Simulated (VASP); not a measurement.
Wanted: the native input for a VASP 6.6.1 run.

* Task: band structure
* Functional: PBE0
* Potentials or basis: VASP PAW PBE potentials, release 64 (Pb_d, O)
* Cutoff: 520 eV
* k mesh: 6 × 6 × 4
* Occupations: gaussian, width 0.02 eV
* Spin: no spin polarisation
* Ladder: gaps
* Grid for exact exchange (PRECFOCK): Fast
* Exchange at q = 0: truncated
* Further INCAR settings: ALGO = Normal; EDIFF = 1e-06

The system is PbO (Litharge).

```
Pb O
1.0
     3.99000    0.00000    0.00000
     0.00000    3.99000    0.00000
     0.00000    0.00000    5.01000
Pb O
2 2
Direct
  0.50000 0.00000 0.76000
  0.00000 0.50000 0.24000
  0.50000 0.50000 0.00000
  0.00000 0.00000 0.00000
```

One way to write it, as run:

POSCAR

```
PbO
1.0
    3.9900000000      0.0000000000      0.0000000000
    0.0000000000      3.9900000000      0.0000000000
    0.0000000000      0.0000000000      5.0100000000
Pb O
2 2
Direct
    0.5000000000      0.0000000000      0.7600000000
    0.0000000000      0.5000000000      0.2400000000
    0.5000000000      0.5000000000      0.0000000000
    0.0000000000      0.0000000000      0.0000000000
```

INCAR.step1

```
ALGO = Normal ; EDIFF = 1E-5
ENCUT = 520 ; GGA = PE
ISIF = 2 ; ISMEAR = 0
KPAR = 4 ; LASPH = True
LCHARG = False ; LREAL = False
LWAVE = True ; NELM = 100
PREC = Accurate ; SIGMA = 0.02
```

INCAR.step2

```
AEXX = 0.25 ; ALGO = Normal
EDIFF = 1E-6 ; ENCUT = 520
GGA = PE ; HFRCUT = -1
ISIF = 2 ; ISMEAR = 0
ISTART = 1 ; KPAR = 4
LASPH = True ; LCHARG = False
LHFCALC = True ; LREAL = False
LWAVE = False ; NELM = 100
PREC = Accurate ; PRECFOCK = Fast
SIGMA = 0.02
```

KPOINTS

```
k-points
0
Gamma
  6 6 4
```

KPOINTS_OPT

```
path GXMGZRAZ,XR,MA
10
line-mode
reciprocal
 0.0000000000  0.0000000000  0.0000000000  G
 0.0000000000  0.5000000000  0.0000000000  X

 0.0000000000  0.5000000000  0.0000000000  X
 0.5000000000  0.5000000000  0.0000000000  M

 0.5000000000  0.5000000000  0.0000000000  M
 0.0000000000  0.0000000000  0.0000000000  G

 0.0000000000  0.0000000000  0.0000000000  G
 0.0000000000  0.0000000000  0.5000000000  Z

 0.0000000000  0.0000000000  0.5000000000  Z
 0.0000000000  0.5000000000  0.5000000000  R

 0.0000000000  0.5000000000  0.5000000000  R
 0.5000000000  0.5000000000  0.5000000000  A

 0.5000000000  0.5000000000  0.5000000000  A
 0.0000000000  0.0000000000  0.5000000000  Z

 0.0000000000  0.5000000000  0.0000000000  X
 0.0000000000  0.5000000000  0.5000000000  R

 0.5000000000  0.5000000000  0.0000000000  M
 0.5000000000  0.5000000000  0.5000000000  A
```

Potentials or basis: VASP PAW PBE potentials, release 64 (Pb_d, O).

Run with:

```console
$ cat potpaw_PBE.64/Pb_d/POTCAR potpaw_PBE.64/O/POTCAR > POTCAR
$ cp INCAR.step1 INCAR
$ mpirun -np 4 vasp_std > vasp.out
$ cp INCAR.step2 INCAR
$ mpirun -np 4 vasp_std > vasp.out
```

It gave:

- Pressure: -0.8 GPa
- Largest force: 0.591 eV/Å
- Band gap on the k mesh: 2.46 eV, indirect (least direct gap 3.90 eV)
- Band gap along the path: 2.46 eV, indirect (least direct gap 3.90 eV)

Caveat: the PAW data sets were made with another functional, which shifts forces and pressure a little; spin-orbit coupling is left out, which as a rule narrows the gap of such compounds by several tenths of an eV.

It took 53 min on 4 MPI ranks on AMD EPYC 9R45 (Zen 5), on a shared host, peak memory 0.35 GiB a rank.
